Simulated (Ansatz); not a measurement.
# RuO2: a single-point run

Aim: a sound single-point run of RuO2. The structure is shown as the input types it.

Program: Ansatz 0.2.0. Level of theory: DFT, PBEsol, all-electron PAW with datasets made for the crystal, scalar-relativistic. These are calculated values, not measurements.

## 1. The system as given

It takes space group P4_2/mnm (No. 136, tetragonal). The conventional cell has a = 4.483 Å, b = 4.483 Å, c = 3.111 Å, α = 90.00°, β = 90.00°, γ = 90.00°. Ru (site symmetry mmm) has 6 O at 1.94 to 1.99 Å as nearest neighbours. Around O (site symmetry m2m) lie 3 Ru at 1.94 to 1.99 Å.

As a file:

```cif
data_structure
_symmetry_space_group_name_H-M 'P 1'
_symmetry_Int_Tables_number 1
_cell_length_a 4.4825
_cell_length_b 4.4825
_cell_length_c 3.1113
_cell_angle_alpha 90.000
_cell_angle_beta 90.000
_cell_angle_gamma 90.000
_cell_volume 62.52
loop_
_atom_site_label
_atom_site_type_symbol
_atom_site_fract_x
_atom_site_fract_y
_atom_site_fract_z
_atom_site_occupancy
Ru1 Ru 0.50000 0.50000 0.50000 1
Ru2 Ru 0.00000 0.00000 0.00000 1
O1 O 0.80544 0.19456 0.50000 1
O2 O 0.19456 0.80544 0.50000 1
O3 O 0.69456 0.69456 0.00000 1
O4 O 0.30544 0.30544 0.00000 1
```

## 2. The run

The input, input.yaml:

```yaml
crystal:
  lattice:
    - [4.482500315, 0.0, 0.0]
    - [0.0, 4.482500315, 0.0]
    - [0.0, 0.0, 3.1113414]
  atoms:
    - { symbol: Ru, position: [0.5, 0.5, 0.5] }
    - { symbol: Ru, position: [0.0, 0.0, 0.0] }
    - { symbol: O, position: [0.80544216, 0.19455784, 0.5] }
    - { symbol: O, position: [0.19455784, 0.80544216, 0.5] }
    - { symbol: O, position: [0.69455784, 0.69455784, 0.0] }
    - { symbol: O, position: [0.30544216, 0.30544216, 0.0] }
kpoints:
  mp_grid: { grid: [6, 6, 9] }
  band_path:
    path:
      - [0.0, 0.0, 0.0]
      - [0.0, 0.5, 0.0]
      - [0.5, 0.5, 0.0]
      - [0.0, 0.0, 0.0]
      - [0.0, 0.0, 0.5]
      - [0.0, 0.5, 0.5]
      - [0.5, 0.5, 0.5]
      - [0.0, 0.0, 0.5]
      - [0.0, 0.5, 0.0]
    npoints: 8
scf:
  occupations: { method: fermi_dirac, width: 0.05 }
  max_iter: 60
hamiltonian:
  xc: pbesol
  pseudopotentials: { kind: all_electron, datasets: crystal }
output:
  forces: true
  stress: true
  eigenvalues: true
  efg: { contact_densities: true }
total_charge: 10
```

Started as:

```
> ansatz run input.yaml --threads 2 --pin off --max-ram 6144MiB --backend cpu --events-out ev --progress --plain --runs-dir out
```

Log, shortened:

```text
[...]
band count auto-derived: 37 (N_el = 46.0; filled up to band 23; 29 by the electrons, moments and atoms)
Ru: output.efg is read without spin–orbit coupling, which moves field gradients at and beside such atoms by some per cent and up to a factor of two; PAW files take it under magnetization.noncollinear and magnetization.spin_orbit
[...]
Pseudopotentials: kind: all_electron
Pseudopotential: Ru, paw, valence charge 16, recommended cutoff 500 eV (normal), Koelling and Harmon's equation, gaussian nucleus
Pseudopotential: O, paw, valence charge 6, recommended cutoff 500 eV (normal), Koelling and Harmon's equation, gaussian nucleus
Functional definition: PBEsol
[...]
Crystal: 6 atoms, lattice volume = 62.516 Å³
Basis set: ecut = 500 eV, 1559 PW (Γ), exchange–correlation on 72×72×48 points (8 copies of the dense FFT grid, shifted against one another)
Bands: 37, of which v1, the nominal top of the filled ones, is band 23 counted from 1 (22 counted from 0)
Symmetry: 16 space group operations
Space group: P42/mnm (ITA 136), of the structure as read, at distance tolerance 4.0e-5 Å
k-points: 50 of 324
[...]
SCF iter   1: F=—  HF=-254792.370470 eV  |F-HF|=—  |Δ(HF+E_count)|=         —  Δρ=8.23e-1  dr2=4.48e2  ethr=1.00e-1  ⟨swp⟩=2.0  Hψ=10278  notcnv=0
[...]
In the spheres:  the bands' charges fall short by 4.0e-7 e at most (sound up to 1e-3)
Fermi energy:    8.469185 eV
[...]
  The terms above E_closure are by the made datasets' own strengths, without shells solved beside the bands.
--- Forces (eV/Å), atoms counted from 1 ---
  atom   1  Ru     0.00000000     0.00000000     0.00000000
  atom   2  Ru     0.00000000    -0.00000000     0.00000000
  atom   3  O     -0.38425722     0.38425722     0.00000000
  atom   4  O      0.38425722    -0.38425722     0.00000000
  atom   5  O      0.38425722     0.38425722     0.00000000
  atom   6  O     -0.38425722    -0.38425722     0.00000000
[...]
--- Stress (GPa, compression-positive) ---
      -23.640837       0.000000       0.000000
        0.000000     -23.640837       0.000000
        0.000000       0.000000       0.426906
  P = ⅓ Tr σ = -15.6183 GPa (-156.183 kbar)
--- PAW observables at the nuclei: V_zz in 10²¹ V/m², potentials from the cell's mean, atoms counted from 1 ---
  atom   1  Ru V_zz =   -17.833239   η = 0.0760   by run symmetry: allowed
            electrostatic potential = -6782.174782 V   contact ρ = 718442.425067 e/Å³
  atom   2  Ru V_zz =   -17.833239   η = 0.0760   by run symmetry: allowed
            electrostatic potential = -6782.174782 V   contact ρ = 718442.425067 e/Å³
[...]
            electrostatic potential = -618.789185 V   contact ρ = 2156.580524 e/Å³
[...]
            electrostatic potential = -618.789185 V   contact ρ = 2156.580524 e/Å³
[...]
            electrostatic potential = -618.789185 V   contact ρ = 2156.580524 e/Å³
[...]
            electrostatic potential = -618.789185 V   contact ρ = 2156.580524 e/Å³
--- Band table (eV; the first three rows and the last of 50) ---
[...]
```

Wall time 34 s (2 threads of Intel Xeon Platinum 8488C (Sapphire Rapids), shared host); peak memory 0.95 GiB.

## 3. A second look at the input

This run ends as converged, with warnings (crystal datasets made, gradients without spin orbit). It gives a pressure of -16 GPa, which is large and calls for a look at the input.

The suspect setting: total_charge is 10. The typed charge changes the electron count, so this is no longer the system that was meant.

The test: delete total_charge (the default then holds).

## 4. A check with that setting changed

Besides the cure, the input differs in: scf.max_iter.

input.yaml, as its differences from that of step 2:

```diff
@@ -28,3 +28,2 @@
   occupations: { method: fermi_dirac, width: 0.05 }
-  max_iter: 60
 hamiltonian:
@@ -37,2 +36 @@
   efg: { contact_densities: true }
-total_charge: 10
```

Started as:

```
> ansatz run input.yaml --threads 2 --pin off --max-ram 6144MiB --backend cpu --events-out ev --progress --plain --runs-dir out
```

Excerpt of the output:

```text
[...]
Basis set: ecut = 500 eV, 1559 PW (Γ), exchange–correlation on 72×72×48 points (8 copies of the dense FFT grid, shifted against one another)
[...]
k-points: 50 of 324
[...]
SCF iter   1: F=—  HF=-254637.716489 eV  |F-HF|=—  |Δ(HF+E_count)|=         —  Δρ=2.46e-1  dr2=3.80e1  ethr=7.04e-2  ⟨swp⟩=2.0  Hψ=9183  notcnv=0
preconditioner: auto → Kerker (q_TF=auto, 2.679 Å⁻¹)  [metal: Δε(μ)=0.008 eV  Ē_g=13.572 eV  σ=0.050 eV  W_gap=0.04  n_scr=18 (ndim 8)  ℏωp=29.7 eV  f_vac=0.000  D(μ)=6.63/eV (n_scr^D=80)]
[...]
SCF iter   2: F=—  HF=-254629.758185 eV  |F-HF|=—  |Δ(HF+E_count)|=    7.96e0  Δρ=6.95e-2  dr2=8.80e-1  ethr=1.61e-3  ⟨swp⟩=3.5  Hψ=7938  notcnv=0  defer=7
[...]
SCF iter   9: F=—  HF=-254629.642500 eV  |F-HF|=—  |Δ(HF+E_count)|=   1.37e-6  Δρ=1.97e-5  dr2=3.58e-7  ethr=6.73e-9  ⟨swp⟩=3.0  Hψ=3526  notcnv=0
SCF iter  10: F=-254629.642500 eV  HF=-254629.642500 eV  |F-HF|=7.63e-9  |Δ(HF+E_count)|=   7.61e-8  Δρ=6.14e-6  dr2=2.40e-8  ethr=6.40e-10  ⟨swp⟩=3.0  Hψ=3509  notcnv=0
[...]
SCF converged after 10 iterations
Free energy (F): -254629.642510 eV
[...]
E sigma→0 (E₀):  -254629.626036 eV
[...]
Fermi energy:    13.979437 eV
[...]
  P = ⅓ Tr σ = -3.9992 GPa (-39.992 kbar)
[...]
```

Run time: 41 s. Hardware: 2 threads of Intel Xeon Platinum 8488C (Sapphire Rapids), shared host; peak memory 0.91 GiB.

| run | ending | energy change | pressure (GPa) | gap (eV) | force (eV/Å) | cycles | time |
| --- | --- | --- | --- | --- | --- | --- | --- |
| first try | converged | not comparable | -15.6 | 0.00 | 0.54 | 15 | 34 s |
| second try | converged | - | -4.0 | 0.00 | 0.13 | 10 | 41 s |

## 5. Summary of results

| quantity | value |
| --- | --- |
| first try | converged, 15 SCF cycles |
| fault in the input | wrong charge |
| second try | converged, 10 SCF cycles |
| total energy | -254629.6425 eV |
| pressure | -4.00 GPa |
| gap on the mesh | none (metal on this mesh) |
| largest force | 0.133 eV/Å |

What this shows: Both runs converge, but their results differ; on mending, the pressure goes from -15.6 to -4.0 GPa, the largest force goes from 0.54 to 0.13 eV/Å. Only the second answers the question as it was meant. The largest force in the second run is 0.133 eV/Å, so the atoms are not at their relaxed places. The sound run leaves spin out although Ru can carry a moment, so its state need not be the lowest.
